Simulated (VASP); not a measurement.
# Settings for Au: density of states at the Fermi level

Au, Fm-3m (no. 225), 1 atom in the cell. PBE, density of states on a second, denser mesh; PAW potentials Au (PBE set). VASP 6.6.1.

Wanted: states at the Fermi level within 5 %; Fermi level on the dense mesh within 0.02 eV.

POSCAR:
```
Au
1.0
    0.0000000000      2.0350000000      2.0350000000
    2.0350000000      0.0000000000      2.0350000000
    2.0350000000      2.0350000000      0.0000000000
Au
1
Direct
    0.0000000000      0.0000000000      0.0000000000
```

The series start from KSPACING_OPT: 0.14; k mesh: 10 × 10 × 10; Cutoff ENCUT (eV): 400; NEDOS: 3001; KPOINTS_OPT_MODE: 1. Each series keeps the choices made before it, and each single choice may use up half of a tolerance.

## KSPACING_OPT

| KSPACING_OPT | States at the Fermi level (states/eV/atom) | Fermi level on the dense mesh (eV) | Time (s) |
|---|---|---|---|
| 0.4 | 0.2993 | 9.803 | 2.8 |
| 0.28 | 0.2792 | 9.742 | 3.3 |
| 0.2 | 0.2793 | 9.721 | 4.2 |
| 0.14 | 0.2794 | 9.707 | 6.9 |
| 0.1 | 0.2802 | 9.698 | 12 |
| 0.075 | 0.2801 | 9.695 | 24 |
| 0.06 (reference) | 0.2789 | 9.693 | 47 |

## k mesh

| k mesh | States at the Fermi level (states/eV/atom) | Fermi level on the dense mesh (eV) | Time (s) |
|---|---|---|---|
| 5 × 5 × 5 | 0.2806 | 9.707 | 11 |
| 6 × 6 × 6 | 0.2801 | 9.694 | 11 |
| 8 × 8 × 8 | 0.2801 | 9.695 | 12 |
| 10 × 10 × 10 | 0.2802 | 9.698 | 12 |
| 13 × 13 × 13 (reference) | 0.2803 | 9.700 | 12 |

## Cutoff ENCUT (eV)

| Cutoff ENCUT (eV) | States at the Fermi level (states/eV/atom) | Fermi level on the dense mesh (eV) | Time (s) |
|---|---|---|---|
| 250 | 0.2811 | 9.711 | 4.3 |
| 300 | 0.281 | 9.709 | 4.7 |
| 350 | 0.2807 | 9.707 | 9.2 |
| 400 | 0.2806 | 9.707 | 11 |
| 500 | 0.2806 | 9.707 | 12 |
| 600 | 0.2806 | 9.707 | 14 |
| 750 (reference) | 0.2806 | 9.707 | 29 |

## NEDOS

| NEDOS | States at the Fermi level (states/eV/atom) | Fermi level on the dense mesh (eV) | Time (s) |
|---|---|---|---|
| 301 | 0.2824 | 9.711 | 4.6 |
| 1001 | 0.2812 | 9.711 | 4.3 |
| 3001 | 0.2811 | 9.711 | 4.3 |
| 9001 (reference) | 0.2811 | 9.711 | 5.0 |

## KPOINTS_OPT_MODE

| KPOINTS_OPT_MODE | States at the Fermi level (states/eV/atom) | Fermi level on the dense mesh (eV) | Time (s) |
|---|---|---|---|
| 1 | 0.2824 | 9.711 | 4.6 |
| 2 | 0.2824 | 9.711 | 5.8 |

## Question

The rows run from the loosest to the tightest (no order: KPOINTS_OPT_MODE). For each series: choose the loosest value from which every tighter one stays within half of the tolerance; where there is no order, keep the first row unless others stay within half of the tolerance and take at least 30 % less time, and then take the fastest.

## Answer

- KSPACING_OPT: 0.1
- k mesh: 5 × 5 × 5
- Cutoff ENCUT (eV): 250
- NEDOS: 301
- KPOINTS_OPT_MODE: 1

## All choices together

| Input | States at the Fermi level (states/eV/atom) | Fermi level on the dense mesh (eV) | Time (s) |
|---|---|---|---|
| program defaults, k points 0.5 per Å apart (naive) | 0.9262 | 9.614 | 0.9 |
| chosen settings | 0.2824 | 9.711 | 4.6 |
| reference settings throughout | 0.2789 | 9.694 | 103 |

The tolerance is met.

## The input

INCAR:
```
ALGO     = Normal         # electronic algorithm
EDIFF    = 1E-6           # SCF threshold, eV
ENCUT    = 250            # plane-wave cutoff, eV
GGA      = PE             # functional
ISMEAR   = -5             # smearing method
KPAR     = 2            
KPOINTS_OPT_MODE= 1            
KSPACING_OPT= 0.1          
LASPH    = True           # aspherical terms in the spheres
LCHARG   = False          # write CHGCAR
LMAXMIX  = 4              # l up to which the mixer works
LREAL    = False          # projectors in reciprocal space
LWAVE    = False          # write WAVECAR
NBANDS   = 14             # bands
NEDOS    = 301            # points of the DOS
NELM     = 120            # most SCF steps
PREC     = Accurate       # precision mode
SIGMA    = 0.05           # smearing width, eV
```

KPOINTS:
```
Automatic mesh
0
Gamma
  5 5 5
  0 0 0
```

Commands:
```
cat potpaw_PBE.64/Au/POTCAR > POTCAR
mpirun -np 2 vasp_std > vasp.out
```

The chosen input took VASP 6.6.1 4.6 s on 2 cores (Intel Xeon 6975P-C (Granite Rapids)), a shared host.

## An input that fails: no diagonalisation on the second mesh

It runs to its end, but against the unchanged starting input it is off by 181 % in the states at the Fermi level, 23.753 eV in the Fermi level on the dense mesh.

Changes against the starting input:
```
- KPOINTS_OPT_MODE = 1
+ KPOINTS_OPT_MODE = 0
```
